## Why the best-packed TaN is not the most stable

Hard nitrides are compact solids held together by many strong bonds, so the simplest guess for TaN is that the tightest packing has the lowest energy. Rock salt then looks like a good candidate. It surrounds every atom with six neighbours of the other kind, and many nitrides and carbides of the early transition metals adopt it. The calculation gives a different answer.

Crystal structures of TaN, with energies relative to the lowest one, from Ansatz 0.2.0 (plane-wave PAW DFT, PBE, scalar-relativistic, no spin polarisation, cutoff 420 eV, Gaussian smearing 0.1 eV). Cell and atoms were relaxed at 0 GPa within the starting symmetry, without zero-point motion; the numerical accuracy is 4 meV/atom.

```tsv
found from	space group number	atoms in cell	volume per atom (Å³)	over lowest (meV/atom)
database cell	189	6	11.52	0.0
database cell	187	2	10.92	31.0
database cell	194	4	10.90	247.0
database cell	225	2	10.77	338.0
database cell	186	4	13.13	408.0
database cell	191	6	11.68	448.0
```

The column "over lowest" is the energy per atom above the best structure, and the space group number serves to name the rows. Number 189 is the ε form, 187 has the structure of tungsten carbide, 194 that of nickel arsenide, and 225 is rock salt. All six runs were made without spin polarisation. The known ε, carbide-type and rock-salt forms of TaN are not magnetically ordered, so this should matter little for them. For the other three rows it is untested.

Density alone doesn't give the order. Rock salt has the smallest volume per atom, yet it lies 338 meV/atom above the ε form. The most open structure, number 186, lies higher still. The ε form itself is looser than three of its competitors, so something other than packing must set the order.

### Six neighbours in two shapes

Three of the structures make a nearly controlled comparison. In the carbide type, the arsenide type and rock salt, each atom has six neighbours of the other element. The relaxed cell edges and the symmetry give Ta–N distances of 2.24, 2.24 and 2.21 Å in that order. The volumes agree to within 1.4 %, so neither the number of bonds nor their length can account for large differences in energy.

What changes is the arrangement of the six neighbours. Picture an atom with one triangle of neighbours below it and another above. If the upper triangle sits exactly over the lower one, the six form a trigonal prism; if it is turned by 60°, they form an octahedron. The carbide type contains only prisms and rock salt only octahedra, while in the arsenide type one element sits in prisms and the other in octahedra.

The energies follow this sequence. The all-prism limit lies at 31 meV/atom, the mixed case at 247 and the all-octahedron limit at 338. Distances between atoms of the same element change along with the shape, so the comparison is not perfectly clean. It does show that the arrangement of neighbours can cost far more than a small change in density.

### Two electrons that need a place

The reason is best seen by starting from a compound with no electrons to spare. Hafnium carbide has eight valence electrons per formula unit, which just fill the bonding bands built mainly on carbon. In this formal count no electrons are left for the metal d bands, and the octahedron has the advantage that it keeps the six neighbours as far apart as possible. Hafnium carbide accordingly crystallises as rock salt.

TaN has ten valence electrons, five from each atom. Eight fill the corresponding bands built mainly on nitrogen, and the remaining two must enter d bands of tantalum. In an octahedron the lowest d states form a group of three with similar energies, which has room for six electrons. Two electrons fill only a third of it, and the Fermi level, the upper edge of the filled states, falls where states are plentiful.

A trigonal prism divides the d states differently. It leaves one level, with room for just two electrons, below the others. The shape alone is not expected to push this level below the octahedral group of three. The gain is expected to come from overlap between neighbouring tantalum atoms, which mixes this level with the pair above it and draws one tantalum–tantalum bonding band away from the rest. The two electrons fill this band, and the Fermi level comes to lie where states are scarce. The table doesn't separate these contributions, but its order is the one expected if this gain outweighs the closer approach of the neighbours, so that the preference found in hafnium carbide is reversed.

What counts in this argument is the site of tantalum. The table doesn't say which element has the octahedra in the arsenide type, but the pattern of residual forces in the outputs points to tantalum, just as the metal has them in nickel arsenide itself. The structure should then stand nearer to rock salt than to the carbide type, and its energy does.

Molybdenum disulfide is a simpler system with the same count. Its molybdenum atoms also keep two d electrons and sit in trigonal prisms, and the filled lower band is separated from the empty ones by a true gap. The form with octahedra is metallic and less stable. The comparison holds for the counting of d electrons only: TaN isn't layered, its metal atoms interact in all directions, and its carbide type remains a metal with few states at the Fermi level.

The same calculations offer a check on one part of this argument, the number of states at the Fermi level, though not on the size of the gain. The occupation of the electronic states was smeared over a narrow energy range, and the energy term that results grows roughly with the number of states near the Fermi level. Compared with the carbide type, this term is about 11 times as large in the arsenide type and 23 times as large in rock salt. The term itself is below 3 meV/atom, so it is a symptom of the unfavourable electronic structure and not the source of the energy differences.

For a related compound with six-fold coordination, the rule is therefore to count the electrons left after the bonding bands are full. With none left, octahedra are the natural choice. With two left, prisms become a serious competitor. The rule compares structures with similar bonds, and it loses its force when the bonds themselves differ.

### A nitrogen atom held in the wrong place

Structure 191 shows such a case. Its relaxed cell edges differ from those of the ε form by less than one per cent, yet it is the highest row of the table, at 448 meV/atom. Its smearing term is smaller than that of the arsenide type, so a crowd of states at the Fermi level doesn't explain its position. The cause has to be sought in the bonds. Number 186 fits the electron count just as badly: its smearing term is also below that of the arsenide type, yet it lies at 408 meV/atom, and its position is left unexplained here.

Structure 191 is probably the more symmetric parent of the ε form, with each nitrogen atom midway between two tantalum atoms. If so, nitrogen has four tantalum neighbours at 2.11 Å and two at 2.63 Å, which is too far for a good bond. In the ε form nitrogen has moved towards one of the distant pair and gained a proper fifth bond. The energy difference is then the price of holding nitrogen at the midpoint.

This also shows how far a relaxed structure can be trusted. The relaxation keeps the symmetry of the starting cell, and at the midpoint the pulls from the two sides cancel. The force on nitrogen vanishes there even if the smallest displacement would lower the energy. The same caution applies to rock salt: the ideal crystal is known from calculations to be unstable against distortion, and real samples are helped by vacancies. Its energy in the table shouldn't be applied to a film or powder with many vacant sites.

### The close contest at the top

The choice that matters in practice is between the ε form and the carbide type. The ε form is lower by 31 meV/atom, or 62 meV per TaN unit, which is about 6 kJ/mol. That is small beside the energy of the chemical bonds in either crystal. It is the remainder of large contributions that almost cancel.

The electron count doesn't settle this contest. Both structures have few states near the Fermi level, and the smearing term is less than half as large in the carbide type, which is the loser. The bonding differs as well: nitrogen has five tantalum neighbours in the ε form and six in the carbide type. Fewer bonds can each be shorter and stronger, while more bonds add up to a larger number of weaker contributions. The total energies show that the first arrangement wins narrowly, but they don't reveal which contribution tips the balance.

### How safe is the order?

Numerical accuracy is not the main concern. The difference between the two leading structures is nearly eight times the stated accuracy of 4 meV/atom. The larger uncertainty lies in the PBE functional, whose errors between structures with different bonding are commonly of the order of ten to a few tens of meV/atom, a rough general figure. The upper end of that range would be enough to exchange the two. The error also has a likely direction: PBE tends to overestimate volumes and is expected to favour the looser structure, here the ε form, so a functional that binds more tightly should narrow the gap.

Some physical effects are also absent. Spin–orbit coupling can be appreciable for an atom as heavy as tantalum, and zero-point motion may differ between the two crystals, as may the thermal vibrations that a calculation at zero temperature leaves out. These effects cancel in part when similar structures are compared, but how much remains here is untested. There is some support from the laboratory, where the carbide type is known as a high-pressure phase. That agrees with a denser structure lying slightly above the ε form at ordinary pressure.

The leading pair as a group is much safer than the order within it. To bring the arsenide type down to the ε form, an error would have to be about eight times the one that exchanges the first two. Among the three highest rows, the steps are only 70 and 40 meV/atom, so their mutual order deserves less confidence than their distance from the bottom.

### What pressure would do

Pressure is the clearest way to reverse the order, because the carbide type takes up less room. At pressure $p$ and zero temperature the stable structure is the one with the lower enthalpy,

$$H = E + pV,$$

where $E$ is the energy and $V$ the volume, both per atom. At $p=0$ only the energy counts and the ε form wins. At high pressure the volume term dominates and favours the denser structure.

The two enthalpies are equal when the work saved by the smaller volume pays for the higher energy. If both crystals are assumed to shrink by the same volume per atom, the difference in volume stays at $11.52-10.92=0.60$ Å³ per atom. The crossing pressure is then

$$p = \frac{\Delta E}{\Delta V} = \frac{0.031\ \text{eV}}{0.60\ \text{Å}^3} \approx 0.052\ \text{eV/Å}^3 \approx 8\ \text{GPa},$$

since 1 eV/Å³ is about 160 GPa. This is some eighty thousand times atmospheric pressure, within reach of a high-pressure press but far from ordinary processing.

The estimate is only as good as the small energy difference in its numerator. An error of 10 meV/atom moves the crossing by about 2.7 GPa, and an error of 31 meV/atom in the unfavourable direction removes it altogether, leaving the carbide type stable from the start. The assumption of equal shrinkage matters less at such pressures. The ε form has the larger volume, and the pressures met during the relaxations suggest that it is also a little softer. It should therefore close part of the volume gap as it is squeezed, and the crossing moves slightly higher.
